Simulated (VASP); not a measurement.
## Ti2O3: relaxation of cell and atoms with r2SCAN

Ti2O3:

```
Ti O
1.0
     2.55272    1.47381    4.59580
    -2.55272    1.47381    4.59580
     0.00000   -2.94763    4.59580
Ti O
4 6
Direct
  0.34433 0.34433 0.34433
  0.15567 0.15567 0.15567
  0.65567 0.65567 0.65567
  0.84433 0.84433 0.84433
  0.56457 0.93543 0.25000
  0.25000 0.56457 0.93543
  0.93543 0.25000 0.56457
  0.43543 0.06457 0.75000
  0.75000 0.43543 0.06457
  0.06457 0.75000 0.43543
```

```yaml
Program: VASP 6.6.1
Task: relaxation of cell and atoms
Functional: r2SCAN
Potentials_or_basis: VASP PAW PBE potentials, release 64 (Ti_sv, O)
Cutoff: 520 eV
k_mesh: 9 × 9 × 9
Occupations: gaussian, width 0.02 eV
Spin: no spin polarisation
Further_INCAR_settings: ALGO = Normal; EDIFF = 1e-07; IBRION = 2; EDIFFG = -0.002; NSW = 80; ISIF = 3
```

```json
{
  "Pressure after relaxing": "0.0 GPa",
  "Band gap on the k mesh": "none (metal or under the smearing width)"
}
```

Final structure:
```
Ti O
1.0
     2.55272    1.47381    4.59580
    -2.55272    1.47381    4.59580
     0.00000   -2.94763    4.59580
Ti O
4 6
Direct
  0.34433 0.34433 0.34433
  0.15567 0.15567 0.15567
  0.65567 0.65567 0.65567
  0.84433 0.84433 0.84433
  0.56457 0.93543 0.25000
  0.25000 0.56457 0.93543
  0.93543 0.25000 0.56457
  0.43543 0.06457 0.75000
  0.75000 0.43543 0.06457
  0.06457 0.75000 0.43543
```

Levels at points of the mesh, in eV from the Fermi level:
| k point | band 38 | band 39 | band 40 | band 41 | band 42 | band 43 | band 44 | band 45 | band 46 | band 47 |
| --- | --- | --- | --- | --- | --- | --- | --- | --- | --- | --- |
| (0.00, 0.00, 0.00) | -4.57 | -4.57 | -4.41 | -1.10 | -0.10 | -0.10 | 0.20 | 0.41 | 0.41 | 0.51 |

Wall time 9 min on 4 MPI ranks on Intel(R) Xeon(R) Platinum 8559C (Emerald Rapids), on a shared host, peak memory 0.49 GiB a rank.

Caveat: the relaxation stopped at its first step, so nothing moved; the PAW data sets were made with another functional, which shifts forces and pressure a little; semilocal functionals often make such compounds metallic where correlation or magnetic order opens a gap, which also shifts bond lengths.
